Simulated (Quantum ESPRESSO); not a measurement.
# stanene, 1 layer: a series in biaxial strain, part 5 of 6

Wanted: a table for stanene, 1 layer against biaxial strain, and what can be fitted to it.

Quantum ESPRESSO 7.5; plane-wave DFT, PBE, GBRV ultrasoft pseudopotentials.

So far. Step 7 (Relaxation with pw.x, -3 %): The relaxation lowers the energy by 17 meV an atom. Step 8 (Self-consistent run, -3 %): By band count these two levels touch or overlap: there is no gap, and they are no band edges.

### Step 9. Relaxation with pw.x, 3 %

Input file m7.relax.in:

```
&control
  prefix = 'm7.relax'
  outdir = './out'
  pseudo_dir = './pseudo'
  nstep = 40
  forc_conv_thr = 0.0003
  calculation = 'relax'
  tstress = .true.
/
&system
  ibrav = 0
  nat = 2
  ntyp = 1
  ecutwfc = 50
  ecutrho = 250
  occupations = 'smearing'
  smearing = 'fd'
  degauss = 0.002
/
&electrons
  conv_thr = 1e-09
  mixing_beta = 0.4
  electron_maxstep = 120
  mixing_mode = 'plain'
/
&ions
/
ATOMIC_SPECIES
  Sn  118.7100  sn_pbe_v1.4.uspp.F.UPF
CELL_PARAMETERS angstrom
  4.73474980101000 0.00000000000000 0.00000000000000
  -2.36737489999000 4.10041360755000 0.00000000000000
  0.00000000000000 0.00000000000000 15.85000000000000
ATOMIC_POSITIONS crystal
  Sn  0.666666666700 0.333333333300 0.471503813600
  Sn  0.333333333300 0.666666666700 0.528496186400
K_POINTS automatic
  6 6 1 0 0 0
```

Command:

```bash
$ OMP_NUM_THREADS=1 mpirun -n 4 pw.x -nk 2 -in m7.relax.in > m7.relax.out
```

The program printed:

```text
[banner, memory and clock lines left out]
Program PWSCF v.7.5 starts
[...]
Message from routine setup:
[...]
number of electrons       =        28.00
     number of Kohn-Sham states=           18
     kinetic-energy cutoff     =      50.0000  Ry
     charge density cutoff     =     250.0000  Ry
[...]
number of k points=     7  Fermi-Dirac smearing, width (Ry)=  0.0020
[...]
Dense  grid:   138703 G-vectors     FFT dimensions: (  45,  45, 160)
[...]
negative rho (up, down):  3.509E-04 0.000E+00
     Starting wfcs are   18 randomized atomic wfcs
[...]
negative rho (up, down):  2.623E-04 0.000E+00
[...]
estimated scf accuracy    <       2.23911863 Ry
[...]
negative rho (up, down):  2.668E-04 0.000E+00
[...]
estimated scf accuracy    <       0.19101350 Ry
[...]
negative rho (up, down):  3.447E-04 0.000E+00
[...]
estimated scf accuracy    <       0.01654607 Ry
[...]
negative rho (up, down):  3.669E-04 0.000E+00
[...]
estimated scf accuracy    <       0.00666121 Ry
[...]
negative rho (up, down):  3.920E-04 0.000E+00
[...]
estimated scf accuracy    <       0.00013790 Ry
[...]
negative rho (up, down):  4.042E-04 0.000E+00
[...]
estimated scf accuracy    <       0.00044641 Ry
[...]
negative rho (up, down):  4.132E-04 0.000E+00
[...]
estimated scf accuracy    <       0.00001718 Ry
[...]
negative rho (up, down):  4.163E-04 0.000E+00
[...]
estimated scf accuracy    <       0.00000111 Ry
[...]
negative rho (up, down):  4.180E-04 0.000E+00
[...]
estimated scf accuracy    <       0.00000006 Ry
[...]
negative rho (up, down):  4.188E-04 0.000E+00
[...]
estimated scf accuracy    <       0.00000003 Ry
[...]
negative rho (up, down):  4.200E-04 0.000E+00
[...]
the Fermi energy is    -1.6345 ev
!    total energy              =    -318.42187801 Ry
     estimated scf accuracy    <          1.3E-10 Ry
     smearing contrib. (-TS)   =      -0.00031074 Ry
     internal energy E=F+TS    =    -318.42156727 Ry
[...]
one-electron contribution =    -658.12135285 Ry
     hartree contribution      =     337.01584647 Ry
     xc contribution           =     -85.82763151 Ry
     ewald contribution        =      88.51157061 Ry
     convergence has been achieved in  11 iterations
     negative rho (up, down):  4.200E-04 0.000E+00
[...]
Total force =     0.012128     Total SCF correction =     0.000036
[...]
negative rho (up, down):  4.200E-04 0.000E+00
[...]
negative rho (up, down):  4.195E-04 0.000E+00
[...]
negative rho (up, down):  4.195E-04 0.000E+00
[...]
estimated scf accuracy    <       0.00000105 Ry
[...]
negative rho (up, down):  4.197E-04 0.000E+00
[...]
estimated scf accuracy    <       0.00000024 Ry
[...]
negative rho (up, down):  4.196E-04 0.000E+00
[...]
estimated scf accuracy    <          9.8E-09 Ry
[...]
negative rho (up, down):  4.196E-04 0.000E+00
[...]
estimated scf accuracy    <          2.6E-09 Ry
[...]
negative rho (up, down):  4.196E-04 0.000E+00
[...]
the Fermi energy is    -1.6311 ev
!    total energy              =    -318.42201562 Ry
     estimated scf accuracy    <          5.5E-10 Ry
     smearing contrib. (-TS)   =      -0.00030970 Ry
     internal energy E=F+TS    =    -318.42170593 Ry
[...]
one-electron contribution =    -658.62794226 Ry
     hartree contribution      =     337.26143346 Ry
     xc contribution           =     -85.82912781 Ry
     ewald contribution        =      88.77393068 Ry
     convergence has been achieved in   5 iterations
     negative rho (up, down):  4.196E-04 0.000E+00
[...]
Total force =     0.010686     Total SCF correction =     0.000134
[...]
negative rho (up, down):  4.196E-04 0.000E+00
[...]
WARNING: bfgs curvature condition failed, Theta= 0.908
[...]
negative rho (up, down):  4.192E-04 0.000E+00
[...]
negative rho (up, down):  4.192E-04 0.000E+00
[...]
estimated scf accuracy    <       0.00000124 Ry
[...]
negative rho (up, down):  4.195E-04 0.000E+00
[...]
estimated scf accuracy    <       0.00000029 Ry
[...]
negative rho (up, down):  4.194E-04 0.000E+00
[...]
estimated scf accuracy    <       0.00000001 Ry
[...]
negative rho (up, down):  4.194E-04 0.000E+00
[...]
estimated scf accuracy    <          3.5E-09 Ry
[...]
negative rho (up, down):  4.194E-04 0.000E+00
[...]
estimated scf accuracy    <          7.9E-10 Ry
[...]
negative rho (up, down):  4.194E-04 0.000E+00
[...]
estimated scf accuracy    <          2.3E-10 Ry
[...]
negative rho (up, down):  4.193E-04 0.000E+00
[...]
estimated scf accuracy    <          1.6E-11 Ry
[...]
negative rho (up, down):  4.193E-04 0.000E+00
[...]
estimated scf accuracy    <          2.4E-11 Ry
[...]
negative rho (up, down):  4.193E-04 0.000E+00
[...]
the Fermi energy is    -1.6273 ev
!    total energy              =    -318.42214513 Ry
     estimated scf accuracy    <          1.0E-11 Ry
     smearing contrib. (-TS)   =      -0.00030952 Ry
     internal energy E=F+TS    =    -318.42183560 Ry
[...]
one-electron contribution =    -659.18068058 Ry
     hartree contribution      =     337.52938341 Ry
     xc contribution           =     -85.83077072 Ry
     ewald contribution        =      89.06023228 Ry
     convergence has been achieved in   9 iterations
     negative rho (up, down):  4.193E-04 0.000E+00
[...]
Total force =     0.008882     Total SCF correction =     0.000026
[...]
negative rho (up, down):  4.193E-04 0.000E+00
[...]
negative rho (up, down):  4.180E-04 0.000E+00
[...]
negative rho (up, down):  4.182E-04 0.000E+00
[...]
estimated scf accuracy    <       0.00000275 Ry
[...]
negative rho (up, down):  4.188E-04 0.000E+00
[...]
estimated scf accuracy    <       0.00000063 Ry
[...]
negative rho (up, down):  4.188E-04 0.000E+00
[...]
estimated scf accuracy    <       0.00000003 Ry
[...]
negative rho (up, down):  4.189E-04 0.000E+00
[...]
estimated scf accuracy    <          6.5E-09 Ry
[...]
negative rho (up, down):  4.189E-04 0.000E+00
[...]
estimated scf accuracy    <          1.4E-09 Ry
[...]
negative rho (up, down):  4.189E-04 0.000E+00
[...]
estimated scf accuracy    <          6.0E-10 Ry
[...]
negative rho (up, down):  4.190E-04 0.000E+00
[...]
estimated scf accuracy    <          2.5E-11 Ry
[...]
negative rho (up, down):  4.190E-04 0.000E+00
[...]
estimated scf accuracy    <          2.6E-11 Ry
[...]
one-electron contribution =    -663.71118201 Ry
     hartree contribution      =     339.74324634 Ry
     xc contribution           =     -85.84482612 Ry
     ewald contribution        =      91.39053684 Ry
     convergence has been achieved in   7 iterations
     negative rho (up, down):  4.180E-04 0.000E+00
[...]
Total force =     0.002009     Total SCF correction =     0.000003
[...]
negative rho (up, down):  4.180E-04 0.000E+00
[...]
negative rho (up, down):  4.185E-04 0.000E+00
[...]
negative rho (up, down):  4.185E-04 0.000E+00
[...]
estimated scf accuracy    <       0.00000015 Ry
[...]
negative rho (up, down):  4.185E-04 0.000E+00
[...]
estimated scf accuracy    <       0.00000002 Ry
[...]
negative rho (up, down):  4.185E-04 0.000E+00
[...]
estimated scf accuracy    <          2.9E-09 Ry
[...]
negative rho (up, down):  4.185E-04 0.000E+00
[...]
estimated scf accuracy    <          7.1E-10 Ry
[...]
negative rho (up, down):  4.184E-04 0.000E+00
[...]
estimated scf accuracy    <          3.0E-11 Ry
[...]
negative rho (up, down):  4.184E-04 0.000E+00
[...]
estimated scf accuracy    <          4.4E-11 Ry
[...]
negative rho (up, down):  4.184E-04 0.000E+00
[...]
the Fermi energy is    -1.6093 ev
!    total energy              =    -318.42257305 Ry
     estimated scf accuracy    <          1.6E-12 Ry
     smearing contrib. (-TS)   =      -0.00033360 Ry
     internal energy E=F+TS    =    -318.42223945 Ry
[...]
one-electron contribution =    -663.83992979 Ry
     hartree contribution      =     339.80658264 Ry
     xc contribution           =     -85.84524549 Ry
     ewald contribution        =      91.45635319 Ry
     convergence has been achieved in   7 iterations
     negative rho (up, down):  4.184E-04 0.000E+00
[...]
Total force =     0.001983     Total SCF correction =     0.000007
[...]
negative rho (up, down):  4.184E-04 0.000E+00
[...]
negative rho (up, down):  4.191E-04 0.000E+00
[...]
negative rho (up, down):  4.191E-04 0.000E+00
[...]
estimated scf accuracy    <       0.00000026 Ry
[...]
negative rho (up, down):  4.192E-04 0.000E+00
[...]
estimated scf accuracy    <       0.00000004 Ry
[...]
negative rho (up, down):  4.192E-04 0.000E+00
[...]
estimated scf accuracy    <          5.0E-09 Ry
[...]
negative rho (up, down):  4.191E-04 0.000E+00
[...]
estimated scf accuracy    <          8.3E-10 Ry
[...]
negative rho (up, down):  4.191E-04 0.000E+00
[...]
estimated scf accuracy    <          7.0E-11 Ry
[...]
negative rho (up, down):  4.191E-04 0.000E+00
[...]
estimated scf accuracy    <          7.2E-11 Ry
[...]
negative rho (up, down):  4.191E-04 0.000E+00
[...]
the Fermi energy is    -1.6090 ev
!    total energy              =    -318.42258272 Ry
     estimated scf accuracy    <          2.6E-12 Ry
     smearing contrib. (-TS)   =      -0.00032133 Ry
     internal energy E=F+TS    =    -318.42226139 Ry
[...]
one-electron contribution =    -664.03215261 Ry
     hartree contribution      =     339.90098876 Ry
     xc contribution           =     -85.84586803 Ry
     ewald contribution        =      91.55477049 Ry
     convergence has been achieved in   7 iterations
     negative rho (up, down):  4.191E-04 0.000E+00
[...]
Total force =     0.001883     Total SCF correction =     0.000007
[...]
negative rho (up, down):  4.191E-04 0.000E+00
[...]
negative rho (up, down):  4.202E-04 0.000E+00
[...]
negative rho (up, down):  4.203E-04 0.000E+00
[...]
estimated scf accuracy    <       0.00000034 Ry
[...]
negative rho (up, down):  4.204E-04 0.000E+00
[...]
estimated scf accuracy    <       0.00000007 Ry
[...]
negative rho (up, down):  4.204E-04 0.000E+00
[...]
estimated scf accuracy    <          6.8E-09 Ry
[...]
negative rho (up, down):  4.204E-04 0.000E+00
[...]
estimated scf accuracy    <          9.2E-10 Ry
[...]
negative rho (up, down):  4.204E-04 0.000E+00
[...]
estimated scf accuracy    <          1.2E-10 Ry
[...]
negative rho (up, down):  4.204E-04 0.000E+00
[...]
estimated scf accuracy    <          5.9E-11 Ry
[...]
negative rho (up, down):  4.204E-04 0.000E+00
[...]
the Fermi energy is    -1.6082 ev
!    total energy              =    -318.42259589 Ry
     estimated scf accuracy    <          3.8E-12 Ry
     smearing contrib. (-TS)   =      -0.00030312 Ry
     internal energy E=F+TS    =    -318.42229278 Ry
[...]
one-electron contribution =    -664.31831843 Ry
     hartree contribution      =     340.04110333 Ry
     xc contribution           =     -85.84678056 Ry
     ewald contribution        =      91.70170288 Ry
     convergence has been achieved in   7 iterations
     negative rho (up, down):  4.204E-04 0.000E+00
[...]
Total force =     0.001617     Total SCF correction =     0.000013
[...]
negative rho (up, down):  4.204E-04 0.000E+00
[...]
negative rho (up, down):  4.217E-04 0.000E+00
[...]
negative rho (up, down):  4.219E-04 0.000E+00
[...]
estimated scf accuracy    <       0.00000042 Ry
[...]
negative rho (up, down):  4.223E-04 0.000E+00
[...]
estimated scf accuracy    <       0.00000012 Ry
[...]
negative rho (up, down):  4.223E-04 0.000E+00
[...]
estimated scf accuracy    <          4.7E-09 Ry
[...]
negative rho (up, down):  4.223E-04 0.000E+00
[...]
estimated scf accuracy    <          9.9E-10 Ry
[...]
negative rho (up, down):  4.222E-04 0.000E+00
[...]
estimated scf accuracy    <          1.5E-10 Ry
[...]
negative rho (up, down):  4.222E-04 0.000E+00
[...]
estimated scf accuracy    <          7.1E-11 Ry
[...]
negative rho (up, down):  4.222E-04 0.000E+00
[...]
the Fermi energy is    -1.6064 ev
!    total energy              =    -318.42261041 Ry
     estimated scf accuracy    <          3.4E-12 Ry
     smearing contrib. (-TS)   =      -0.00028016 Ry
     internal energy E=F+TS    =    -318.42233025 Ry
[...]
one-electron contribution =    -664.74260711 Ry
     hartree contribution      =     340.24783621 Ry
     xc contribution           =     -85.84809254 Ry
     ewald contribution        =      91.92053320 Ry
     convergence has been achieved in   7 iterations
     negative rho (up, down):  4.222E-04 0.000E+00
[...]
Total force =     0.000933     Total SCF correction =     0.000010
[...]
negative rho (up, down):  4.222E-04 0.000E+00
[...]
negative rho (up, down):  4.237E-04 0.000E+00
[...]
negative rho (up, down):  4.241E-04 0.000E+00
[...]
estimated scf accuracy    <       0.00000095 Ry
[...]
negative rho (up, down):  4.248E-04 0.000E+00
[...]
estimated scf accuracy    <       0.00000025 Ry
[...]
negative rho (up, down):  4.248E-04 0.000E+00
[...]
estimated scf accuracy    <       0.00000001 Ry
[...]
negative rho (up, down):  4.249E-04 0.000E+00
[...]
estimated scf accuracy    <          2.9E-09 Ry
[...]
negative rho (up, down):  4.249E-04 0.000E+00
[...]
estimated scf accuracy    <          4.2E-10 Ry
[...]
negative rho (up, down):  4.249E-04 0.000E+00
[...]
estimated scf accuracy    <          1.5E-10 Ry
[...]
negative rho (up, down):  4.249E-04 0.000E+00
[...]
the Fermi energy is    -1.6028 ev
!    total energy              =    -318.42261485 Ry
     estimated scf accuracy    <          8.9E-12 Ry
     smearing contrib. (-TS)   =      -0.00026152 Ry
     internal energy E=F+TS    =    -318.42235333 Ry
[...]
one-electron contribution =    -665.31278414 Ry
     hartree contribution      =     340.52411747 Ry
     xc contribution           =     -85.84979632 Ry
     ewald contribution        =      92.21610966 Ry
     convergence has been achieved in   7 iterations
     negative rho (up, down):  4.249E-04 0.000E+00
[...]
Total force =     0.000417     Total SCF correction =     0.000013
[...]
negative rho (up, down):  4.249E-04 0.000E+00
[...]
```

Run time: 2.5 min. Hardware: 4 MPI ranks of Intel Xeon Platinum 8488C (Sapphire Rapids), shared host; peak memory 0.78 GiB; 9.9 min of CPU time.

The steps of the relaxation:

| step | energy less that of the first step (eV) | largest force (eV/Å) |
| --- | --- | --- |
| 1 | 0.0000 | 0.2205 |
| 2 | -0.0019 | 0.1943 |
| 3 | -0.0036 | 0.1615 |
| 4 | -0.0057 | 0.1156 |
| 5 | -0.0076 | 0.0559 |
| 6 | -0.0085 | 0.0328 |
| 7 | -0.0092 | 0.0367 |
| 8 | -0.0093 | 0.0369 |
| 9 | -0.0094 | 0.0365 |
| 10 | -0.0095 | 0.0360 |
| 11 | -0.0096 | 0.0342 |
| 12 | -0.0098 | 0.0294 |
| 13 | -0.0100 | 0.0170 |
| 14 | -0.0100 | 0.0076 |

The atoms that moved most (Å):

| atom | dx | dy | dz | length |
| --- | --- | --- | --- | --- |
| Sn1 | 0.000 | 0.000 | 0.068 | 0.068 |
| Sn2 | 0.000 | 0.000 | -0.068 | 0.068 |

Final coordinates:

```cif
data_structure
_symmetry_space_group_name_H-M 'P 1'
_symmetry_Int_Tables_number 1
_cell_length_a 4.7347
_cell_length_b 4.7347
_cell_length_c 15.8500
_cell_angle_alpha 90.000
_cell_angle_beta 90.000
_cell_angle_gamma 120.000
_cell_volume 307.72
loop_
_atom_site_label
_atom_site_type_symbol
_atom_site_fract_x
_atom_site_fract_y
_atom_site_fract_z
_atom_site_occupancy
Sn1 Sn 0.66667 0.33333 0.47578 1
Sn2 Sn 0.33333 0.66667 0.52422 1
```

The relaxation lowers the energy by 5 meV an atom.

Numbers from this step:

```
free energy             : -4332.3604 eV
energy at zero smearing : -4332.3586 eV
Fermi energy            : -1.603 eV
```

### Step 10. Self-consistent run, 3 %

Input file m7.scf.in:

```
&control
  prefix = 'm7.scf'
  outdir = './out'
  pseudo_dir = './pseudo'
  calculation = 'scf'
  tprnfor = .true.
/
&system
  ibrav = 0
  nat = 2
  ntyp = 1
  ecutwfc = 40
  ecutrho = 200
  occupations = 'smearing'
  smearing = 'fd'
  degauss = 0.002
  nbnd = 18
/
&electrons
  conv_thr = 1e-09
  mixing_beta = 0.4
  electron_maxstep = 120
  mixing_mode = 'plain'
/
ATOMIC_SPECIES
  Sn  118.7100  sn_pbe_v1.4.uspp.F.UPF
CELL_PARAMETERS angstrom
  4.73474980101000 0.00000000000000 0.00000000000000
  -2.36737489999000 4.10041360755000 0.00000000000000
  0.00000000000000 0.00000000000000 15.85000000000000
ATOMIC_POSITIONS crystal
  Sn  0.666666666700 0.333333333300 0.475780544900
  Sn  0.333333333300 0.666666666700 0.524219455100
K_POINTS automatic
  6 6 1 0 0 0
```

Command:

```bash
$ OMP_NUM_THREADS=1 mpirun -n 4 pw.x -nk 2 -in m7.scf.in > m7.scf.out
```

The program printed:

```text
[banner, memory and clock lines left out]
Program PWSCF v.7.5 starts
[...]
Message from routine setup:
[...]
number of electrons       =        28.00
     number of Kohn-Sham states=           18
     kinetic-energy cutoff     =      40.0000  Ry
     charge density cutoff     =     200.0000  Ry
[...]
number of k points=     7  Fermi-Dirac smearing, width (Ry)=  0.0020
[...]
Dense  grid:    99033 G-vectors     FFT dimensions: (  45,  45, 135)
[...]
negative rho (up, down):  3.826E-04 0.000E+00
     Starting wfcs are   18 randomized atomic wfcs
[...]
negative rho (up, down):  9.279E-05 0.000E+00
[...]
estimated scf accuracy    <       2.26648537 Ry
[...]
negative rho (up, down):  2.915E-05 0.000E+00
[...]
estimated scf accuracy    <       0.18340669 Ry
[...]
negative rho (up, down):  3.959E-05 0.000E+00
[...]
estimated scf accuracy    <       0.01587171 Ry
[...]
negative rho (up, down):  4.031E-05 0.000E+00
[...]
estimated scf accuracy    <       0.00567876 Ry
[...]
negative rho (up, down):  3.879E-05 0.000E+00
[...]
estimated scf accuracy    <       0.00017989 Ry
[...]
negative rho (up, down):  4.053E-05 0.000E+00
[...]
estimated scf accuracy    <       0.00017537 Ry
[...]
negative rho (up, down):  4.452E-05 0.000E+00
[...]
estimated scf accuracy    <       0.00000327 Ry
[...]
negative rho (up, down):  4.663E-05 0.000E+00
[...]
estimated scf accuracy    <       0.00000075 Ry
[...]
negative rho (up, down):  4.836E-05 0.000E+00
[...]
estimated scf accuracy    <       0.00000040 Ry
[...]
negative rho (up, down):  4.935E-05 0.000E+00
[...]
estimated scf accuracy    <       0.00000003 Ry
[...]
negative rho (up, down):  4.999E-05 0.000E+00
[...]
estimated scf accuracy    <          2.2E-09 Ry
[...]
negative rho (up, down):  5.039E-05 0.000E+00
[...]
estimated scf accuracy    <          1.5E-09 Ry
[...]
negative rho (up, down):  5.099E-05 0.000E+00
[...]
the Fermi energy is    -1.6028 ev
!    total energy              =    -318.41013532 Ry
     estimated scf accuracy    <          5.9E-10 Ry
     smearing contrib. (-TS)   =      -0.00026157 Ry
     internal energy E=F+TS    =    -318.40987375 Ry
[...]
one-electron contribution =    -665.30401870 Ry
     hartree contribution      =     340.53034084 Ry
     xc contribution           =     -85.85230556 Ry
     ewald contribution        =      92.21610967 Ry
     convergence has been achieved in  13 iterations
     negative rho (up, down):  5.099E-05 0.000E+00
[...]
Total force =     0.000434     Total SCF correction =     0.000039
[...]
```

Elapsed: 11 s, on 4 MPI ranks; peak memory 0.35 GiB; 42 s of CPU time.

This step gave:

| Property | Result |
| --- | --- |
| free energy | -4332.1906 eV |
| energy at zero smearing | -4332.1888 eV |
| valence top, on the run's zero | -1.573 eV |
| conduction bottom, on the run's zero | -1.713 eV |

By band count these two levels touch or overlap: there is no gap, and they are no band edges.

(Part 5 of 6 ends here.)

[Logs are printed without paths, hosts, clocks, repeated set-up lines and the standing remarks that a program may print on its own settings, such as how far it seeks lower states.]

[Hosts, paths, dates, database ids (printed as entryN), source tags and the programs' standing remarks are cut or masked in the printed files.]

[Maps of the electrostatic potential energy from Ansatz leave out the sawtooth potential of an applied field or a dipole correction, so their vacuum need not be flat; planar profiles and work functions include it.]
